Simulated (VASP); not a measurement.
# HfC (Fm-3m) in VASP: a series of runs, part 2 of 2

VASP 6.6.1. Earlier steps stand in the parts before.

## Step 5: Single point, PBEsol

INCAR reads:

```
PREC = Accurate
ENCUT = 900
EDIFF = 1E-6
ISMEAR = 0
SIGMA = 0.1
LREAL = False
LASPH = True
NELM = 80
ALGO = Fast
ISIF = 2
LWAVE = False
LCHARG = False
GGA = PS
```

KPOINTS reads:

```
Automatic mesh
0
Gamma
  16 16 16
```

POSCAR reads:

```
HfC
1.0
    0.0000000000      2.3024500000      2.3024500000
    2.3024500000      0.0000000000      2.3024500000
    2.3024500000      2.3024500000      0.0000000000
Hf C
1 1
Direct
    0.0000000000      0.0000000000      0.0000000000
    0.5000000000      0.5000000000      0.5000000000
```

Potentials or basis: VASP PAW PBE potentials, release 64 (Hf_pv, C_h).

Command:

```console
> cat potpaw_PBE.64/Hf_pv/POTCAR potpaw_PBE.64/C_h/POTCAR > POTCAR
> mpirun -np 1 vasp_std > vasp.out
```

OUTCAR:

```text
PREC = Accurate
   ENCUT = 900
   EDIFF = 1E-6
   ISMEAR = 0
   LREAL = False
   LASPH = True
   NELM = 80
   ISIF = 2
   GGA = PS

 ion  position               nearest neighbor table
   1  0.000  0.000  0.000-   2 2.30   2 2.30   2 2.30   2 2.30   2 2.30   2 2.30
   2  0.500  0.500  0.500-   1 2.30   1 2.30   1 2.30   1 2.30   1 2.30   1 2.30

  LATTYP: Found a face centered cubic cell.
 ALAT       =     4.6049000000

  Lattice vectors:

 A1 = (   0.0000000000,   2.3024500000,   2.3024500000)
 A2 = (   2.3024500000,   0.0000000000,   2.3024500000)
 A3 = (   2.3024500000,   2.3024500000,   0.0000000000)

Analysis of symmetry for initial positions (statically):
=====================================================================
 Subroutine PRICEL returns:
 Original cell was already a primitive cell.

 Routine SETGRP: Setting up the symmetry group for a
 face centered cubic supercell.

 Subroutine GETGRP returns: Found 48 space group operations
 (whereof 48 operations were pure point group operations)
 out of a pool of 48 trial point group operations.

The static configuration has the point symmetry O_h .

Analysis of symmetry for dynamics (positions and initial velocities):
=====================================================================
 Subroutine PRICEL returns:
 Original cell was already a primitive cell.

 Routine SETGRP: Setting up the symmetry group for a
 face centered cubic supercell.

 Subroutine GETGRP returns: Found 48 space group operations
 (whereof 48 operations were pure point group operations)
 out of a pool of 48 trial point group operations.

The dynamic configuration has the point symmetry O_h .

 Subroutine INISYM returns: Found 48 space group operations
 (whereof 48 operations are pure point group operations),
 and found     1 'primitive' translations

----------------------------------------------------------------------------------------

                                     Primitive cell

  volume of cell :      24.4118

  direct lattice vectors                    reciprocal lattice vectors
[... 119 lines left out ...]
 RMM-DIIS sequential band-by-band and
 Gauss-broadening in eV      SIGMA  =   0.10
  energy-cutoff  :      900.00
  volume of cell :       24.41
 maximum number of plane-waves:      1524
   NGX = 15   NGY = 15   NGZ = 15

 number of electron      14.0000001 magnetization

 Free energy of the ion-electron system (eV)
  ---------------------------------------------------
  ext. energy  EPLUGINS =         0.00000000
  ---------------------------------------------------
  free energy    TOTEN  =       -22.20091207 eV

  energy without entropy =      -22.19864257  energy(sigma->0) =      -22.19977732

 E-fermi :   6.2901     XC(G=0): -12.5981

 val. band max:        6.2897132393   @ k =   0.4375   0.3750   0.0000
 cond. band min:       6.3007061167   @ k =   0.1250   0.0625   0.0000
 fundamental gap:      0.0109928774
 Fermi energy:         6.2900578566

 k-point     1 :       0.0000    0.0000    0.0000
  band No.  band energies     occupation
      1     -23.0446      2.00000
      2     -23.0446      2.00000
      3     -23.0446      2.00000
      4      -6.1231      2.00000
      5       7.3561      0.00000
      6       7.3561      0.00000
      7       7.3561      0.00000
      8       7.6661      0.00000
      9       7.6661      0.00000
     10       7.6661      0.00000
     11       9.7678      0.00000
[... 309 lines left out ...]
 k-point    24 :      -0.0625    0.0625    0.0000
  band No.  band energies     occupation
      1     -23.1193      2.00000
      2     -23.0650      2.00000
      3     -23.0467      2.00000
      4      -5.8494      2.00000
      5       5.9175      2.00000
      6       6.2207      1.67318
      7       6.3207      0.66523
      8       7.8330      0.00000
      9       8.5315      0.00000
     10       8.5417      0.00000
     11      10.3922      0.00000

 [... further k-points ...]

------------------------ aborting loop because EDIFF is reached ----------------------------------------

  FORCE on cell =-STRESS in cart. coord.  units (eV):
  Direction    XX          YY          ZZ          XY          YZ          ZX
  --------------------------------------------------------------------------------------
  -------------------------------------------------------------------------------------
  Total       -0.0154769     -0.0154769     -0.0154769     -0.0000000      0.0000000      0.0000000
  in kB       -1.0157686     -1.0157686     -1.0157686     -0.0000000      0.0000000      0.0000000
  external PRESSURE =      -1.0157686 kB  Pullay stress =       0.0000000 kB

 VOLUME and BASIS-vectors are now :
 -----------------------------------------------------------------------------
  energy-cutoff  :      900.00
  volume of cell :       24.41
      direct lattice vectors                 reciprocal lattice vectors
     0.000000000  2.302450000  2.302450000    -0.217159982  0.217159982  0.217159982
     2.302450000  0.000000000  2.302450000     0.217159982 -0.217159982  0.217159982
     2.302450000  2.302450000  0.000000000     0.217159982  0.217159982 -0.217159982

 POSITION                                       TOTAL-FORCE (eV/Angst)
 -----------------------------------------------------------------------------------
      0.00000      0.00000      0.00000         0.000000      0.000000     -0.000000
      2.30245      2.30245      2.30245        -0.000000     -0.000000      0.000000
 -----------------------------------------------------------------------------------
    total drift:                                0.000000     -0.000000     -0.000000

  FREE ENERGIE OF THE ION-ELECTRON SYSTEM (eV)
  ---------------------------------------------------
  free  energy   TOTEN  =       -22.2009120687 eV

  energy  without entropy=      -22.1986425713  energy(sigma->0) =      -22.19977732
```

OSZICAR:

```text
N       E                     dE             d eps       ncg     rms          rms(c)
DAV:   1     0.406602448021E+02    0.40660E+02   -0.10753E+04  3190   0.188E+03
DAV:   2    -0.218260728442E+02   -0.62486E+02   -0.58814E+02  4318   0.280E+02
DAV:   3    -0.250127145949E+02   -0.31866E+01   -0.31185E+01  4056   0.457E+01
DAV:   4    -0.250606600830E+02   -0.47945E-01   -0.47837E-01  3937   0.543E+00
DAV:   5    -0.250614286100E+02   -0.76853E-03   -0.76834E-03  4154   0.600E-01    0.611E+01
RMM:   6    -0.221775271954E+02    0.28839E+01   -0.89617E+00  3420   0.161E+01    0.414E+01
RMM:   7    -0.222007286834E+02   -0.23201E-01   -0.10749E+00  3677   0.839E+00    0.212E+01
RMM:   8    -0.221999713913E+02    0.75729E-03   -0.13733E-01  3686   0.282E+00    0.213E+00
RMM:   9    -0.222017263928E+02   -0.17550E-02   -0.47629E-02  3929   0.142E+00    0.133E+00
RMM:  10    -0.222008264917E+02    0.89990E-03   -0.41972E-03  3740   0.573E-01    0.301E-01
RMM:  11    -0.222009018480E+02   -0.75356E-04   -0.96428E-04  4063   0.217E-01    0.835E-02
RMM:  12    -0.222009263302E+02   -0.24482E-04   -0.25412E-04  3980   0.939E-02    0.115E-01
RMM:  13    -0.222009117154E+02    0.14615E-04   -0.71288E-05  3695   0.562E-02    0.145E-02
RMM:  14    -0.222009120687E+02   -0.35329E-06   -0.94131E-06  3608   0.225E-02
   1 F= -.22200912E+02 E0= -.22199777E+02  d E =-.226950E-02
```

stdout:

```text
POSCAR found type information on POSCAR HfC
 POSCAR found :  2 types and       2 ions
 scaLAPACK will be used
 -----------------------------------------------------------------------------
|                                                                             |
|                                                                             |
|     You enforced a specific xc type in the INCAR file but a different       |
|     I HOPE YOU KNOW WHAT YOU ARE DOING!                                     |
|                                                                             |
 -----------------------------------------------------------------------------

 LDA part: xc-table for (Slater+PW92), standard interpolation
 POSCAR, INCAR and KPOINTS ok, starting setup
 FFT: planning ... GRIDC
 FFT: planning ... GRID_SOFT
 FFT: planning ... GRID
 WAVECAR not read
 entering main loop
```

Run time: 31 s. Hardware: 1 thread of Intel Xeon 6975P-C (Granite Rapids), shared host; peak memory 0.26 GiB.

What came out:

```yaml
Free_energy: -22.2009 eV
Pressure: -0.1 GPa
Band_gap_on_the_k_mesh: none (metal or under the smearing width)
```

Caveat: the cutoff is under 1.25 times the usual one of these potentials, so pressure, stress and relaxed cells hold a basis-set (Pulay) error; the PAW data sets were made with another functional, which shifts forces and pressure a little. The run has no spin-orbit coupling, so splittings on Hf are missing.

## Step 6: Single point, r2SCAN

INCAR reads:

```
PREC = Accurate
ENCUT = 520
EDIFF = 1E-6
ISMEAR = 0
SIGMA = 0.1
LREAL = False
LASPH = True
NELM = 80
ALGO = Normal
ISIF = 2
LWAVE = False
LCHARG = False
METAGGA = R2SCAN
LMIXTAU = True
```

KPOINTS is that of step 5.

POSCAR is that of step 5.

Potentials or basis: VASP PAW PBE potentials, release 64 (Hf_pv, C).

Command:

```console
> cat potpaw_PBE.64/Hf_pv/POTCAR potpaw_PBE.64/C/POTCAR > POTCAR
> mpirun -np 1 vasp_std > vasp.out
```

OUTCAR:

```text
PREC = Accurate
   ENCUT = 520
   EDIFF = 1E-6
   ISMEAR = 0
   LREAL = False
   LASPH = True
   NELM = 80
   ISIF = 2
   METAGGA = R2SCAN

 ion  position               nearest neighbor table
   1  0.000  0.000  0.000-   2 2.30   2 2.30   2 2.30   2 2.30   2 2.30   2 2.30
   2  0.500  0.500  0.500-   1 2.30   1 2.30   1 2.30   1 2.30   1 2.30   1 2.30

  LATTYP: Found a face centered cubic cell.
 ALAT       =     4.6049000000

  Lattice vectors:

[... 523 lines left out ...]

------------------------ aborting loop because EDIFF is reached ----------------------------------------

  FORCE on cell =-STRESS in cart. coord.  units (eV):
  Direction    XX          YY          ZZ          XY          YZ          ZX
  --------------------------------------------------------------------------------------
  -------------------------------------------------------------------------------------
  Total        0.7581939      0.7581939      0.7581939      0.0000000     -0.0000000      0.0000000
  in kB       49.7611292     49.7611292     49.7611292      0.0000000     -0.0000000      0.0000000
  external PRESSURE =      49.7611292 kB  Pullay stress =       0.0000000 kB

 VOLUME and BASIS-vectors are now :
 -----------------------------------------------------------------------------
  energy-cutoff  :      520.00
  volume of cell :       24.41
      direct lattice vectors                 reciprocal lattice vectors
     0.000000000  2.302450000  2.302450000    -0.217159982  0.217159982  0.217159982
     2.302450000  0.000000000  2.302450000     0.217159982 -0.217159982  0.217159982
     2.302450000  2.302450000  0.000000000     0.217159982  0.217159982 -0.217159982

 POSITION                                       TOTAL-FORCE (eV/Angst)
 -----------------------------------------------------------------------------------
      0.00000      0.00000      0.00000        -0.000000     -0.000000      0.000000
      2.30245      2.30245      2.30245         0.000000      0.000000      0.000000
 -----------------------------------------------------------------------------------
    total drift:                                0.000000     -0.000000     -0.000000

  FREE ENERGIE OF THE ION-ELECTRON SYSTEM (eV)
  ---------------------------------------------------
  free  energy   TOTEN  =       -57.3347161931 eV

  energy  without entropy=      -57.3329286354  energy(sigma->0) =      -57.33382241
```

stdout:

```text
POSCAR found type information on POSCAR HfC
 POSCAR found :  2 types and       2 ions
 scaLAPACK will be used
 -----------------------------------------------------------------------------
|                                                                             |
|                                                                             |
|     You enforced a specific xc type in the INCAR file but a different       |
|     I HOPE YOU KNOW WHAT YOU ARE DOING!                                     |
|                                                                             |
 -----------------------------------------------------------------------------

 LDA part: xc-table for (None), standard interpolation
 POSCAR, INCAR and KPOINTS ok, starting setup
 FFT: planning ... GRIDC
 FFT: planning ... GRID_SOFT
 FFT: planning ... GRID
 WAVECAR not read
 entering main loop
```

It took 54 s on 1 thread of Intel Xeon 6975P-C (Granite Rapids), shared host; peak memory 0.18 GiB.

Results:

```yaml
Free_energy: -57.3347 eV
Pressure: 5.0 GPa
Band_gap_on_the_k_mesh: none (metal or under the smearing width)
```

Levels at points of the mesh, in eV from the Fermi level:
| k point | band 3 | band 4 | band 5 | band 6 | band 7 | band 8 | band 9 | band 10 | band 11 |
| --- | --- | --- | --- | --- | --- | --- | --- | --- | --- |
| (0.00, 0.00, 0.00) | -30.59 | -13.17 | 1.03 | 1.03 | 1.03 | 1.66 | 1.66 | 1.66 | 3.65 |
| (0.50, 0.00, 0.00) | -30.66 | -9.26 | -6.44 | -3.24 | -3.24 | 5.84 | 5.84 | 6.41 | 7.15 |
| (0.50, 0.50, 0.00) | -30.85 | -11.28 | -2.76 | -1.71 | -0.13 | -0.13 | 5.65 | 7.32 | 7.32 |

Caveat: the PAW data sets were made with another functional, which shifts forces and pressure a little. The run has no spin-orbit coupling, so splittings on Hf are missing.

## Step 7: Summary

| level | potentials or basis | k mesh | cutoff (eV) | smearing | further INCAR settings | gap on the mesh (eV) | pressure (GPa) |
| --- | --- | --- | --- | --- | --- | --- | --- |
| PBEsol | VASP PAW PBE potentials, release 64 (Hf_pv, C) | 16 × 16 × 16 | 700 | gaussian 0.1 eV | ALGO = Fast; EDIFF = 1e-06 | none | -0.1 |
| PBEsol | VASP PAW PBE potentials, release 64 (Hf_pv, C) | 24 × 24 × 24 | 520 | gaussian 0.1 eV | ALGO = Fast; EDIFF = 1e-06 | none | 0.0 |
| PBEsol | VASP PAW PBE potentials, release 64 (Hf_pv, C) | 16 × 16 × 16 | 520 | gaussian 0.5 eV | ALGO = Fast; EDIFF = 1e-06 | none | 0.1 |
| PBEsol | VASP PAW PBE potentials, release 64 (Hf_pv, C_h) | 16 × 16 × 16 | 900 | gaussian 0.1 eV | ALGO = Fast; EDIFF = 1e-06 | none | -0.1 |
| r2SCAN | VASP PAW PBE potentials, release 64 (Hf_pv, C) | 16 × 16 × 16 | 520 | gaussian 0.1 eV | ALGO = Normal; EDIFF = 1e-06 | none | 5.0 |

Alike in all rows: task single point; no spin polarisation; cell as given.

Caveats: the PAW data sets were made with another functional, which shifts forces and pressure a little; the cutoff is under 1.25 times the usual one of these potentials, so pressure, stress and relaxed cells hold a basis-set (Pulay) error (some runs).

Absolute energies hang on the potentials; compare differences alone.
